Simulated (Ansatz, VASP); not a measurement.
Al3Ni2: VASP beside Ansatz

```
Al Ni
1.0
     4.13666    0.00000    0.00000
    -2.06833    3.58245    0.00000
     0.00000    0.00000    5.00591
Al Ni
3 2
Direct
  0.00000 0.00000 0.00000
  0.33333 0.66667 0.64990
  0.66667 0.33333 0.35010
  0.33333 0.66667 0.14394
  0.66667 0.33333 0.85606
```

Alike in both runs: functional PBEsol; k mesh 12 × 12 × 8; occupations gaussian, width 0.1 eV; no spin polarisation.

Ansatz relaxed the structure, and its values are those at the end. VASP's run is a single point on that final structure, the one shown.

```csv
,VASP,Ansatz
version,VASP 6.6.1,Ansatz 0.2.0
potentials or method,"VASP PAW PBE potentials, release 64 (Al, Ni)","scalar-relativistic, plane waves, PAW"
plane-wave cutoff (eV),520,420
valence electrons in the cell,29,45
```

```csv
,VASP,Ansatz,Ansatz less VASP
gap on the k mesh at the Fermi level (eV),none,none,-
pressure (GPa),-10.8,-11.1,-0.22
rms of the force components (eV/Å),0.004,0.001,-0.0030
```

A gap of «none» marks a metal or a gap that the smearing closes. With one functional, cell and mesh, what is left measures potentials, basis and numerics. The two sets of potentials don't hold the same shells in valence.

Caveats: the PAW data sets were made with another functional, which shifts forces and pressure a little (VASP). Spin polarisation is off, so any magnetic state and its effect on volume and gap are missing.
